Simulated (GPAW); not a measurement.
Wanted: an ASE script for a GPAW 26.7.0 run.

```
Task                : relaxation of cell and atoms
Functional          : BLYP
Potentials or basis : PAW data sets generated in the run's folder for this functional
Cutoff              : 600 eV
Basis               : pw
k mesh              : 8 × 8 × 5
Occupations         : fermi-dirac, width 0.05 eV
Spin                : no spin polarisation
Eigensolver         : davidson
Maxiter             : 150
Optimizer           : BFGS
Fmax                : 0.02 eV/Å
Max steps           : 100
Convergence         : density=1e-05 forces=0.0001
```

The structure of ZrSe2 lies in POSCAR:

```
ZrSe2
1.0
    3.7980000000      0.0000000000      0.0000000000
   -1.8990000000      3.2891644836      0.0000000000
    0.0000000000      0.0000000000      6.1920000000
Zr Se
1 2
Direct
    0.0000000000      0.0000000000      0.0000000000
    0.6666666667      0.3333333333      0.7500000000
    0.3333333333      0.6666666667      0.2500000000
```

These files were run (other wordings do the same):

run.py

```python
from ase.filters import FrechetCellFilter
from ase.io import read, write
from ase.optimize import BFGS
from gpaw import GPAW, PW, setup_paths

setup_paths.insert(0, '.')

atoms = read('POSCAR')

calc = GPAW(mode=PW(600),
            xc='BLYP',
            kpts={'size': (8, 8, 5), 'gamma': True},
            occupations={'name': 'fermi-dirac', 'width': 0.05},
            nbands=24,
            convergence={'density': 1e-05, 'forces': 0.0001},
            eigensolver='davidson',
            maxiter=150,
            txt='gpaw.txt')
atoms.calc = calc
opt = BFGS(FrechetCellFilter(atoms), trajectory='relax.traj', logfile='-')
done = opt.run(fmax=0.02, steps=100)
calc.write('gs.gpw')
write('result.traj', atoms)
print('Converged:', done)
print('Cell:', atoms.cell.cellpar().round(4))
print('Volume:', round(atoms.get_volume(), 4))
print(atoms.get_scaled_positions().round(5))
```

Potentials or basis: PAW data sets generated in the run's folder for this functional, pw.

The run is started by

```console
$ gpaw-setup -f BLYP Se Zr
$ OMP_NUM_THREADS=1 python run.py
```

Results of the run:

* Relaxed volume: 40.03 Å³/atom
* Relaxed cell: a = 3.888 Å, b = 3.888 Å, c = 9.172 Å, α = 90.00°, β = 90.00°, γ = 120.00°
* Space group after relaxing (to 0.05 Å): P-3m1 (No. 164)
* Energy gained by relaxing: 58.8 meV/atom
* Ionic steps: 18
* Pressure after relaxing: 0.0 GPa
* Largest force after relaxing: 0.011 eV/Å
* Band gap on the k mesh: 0.74 eV, indirect (least direct gap 1.17 eV)

Caveat: later steps reuse the first step's grids; the volume moved by over 15 % at a fixed basis, so the end points are rough; an odd mesh through Γ misses points on the zone boundary, where band edges often lie; this functional lacks dispersion, which binds the layers, so the pressure and a relaxed spacing across them are unreliable, and here the layers came unbound; the volume moved by +55 % from the deposited cell, more than functionals usually miss.

Run time: 11 min on 1 thread of Intel(R) Xeon(R) Platinum 8488C (Sapphire Rapids) (shared host), peak memory 0.5 GiB.
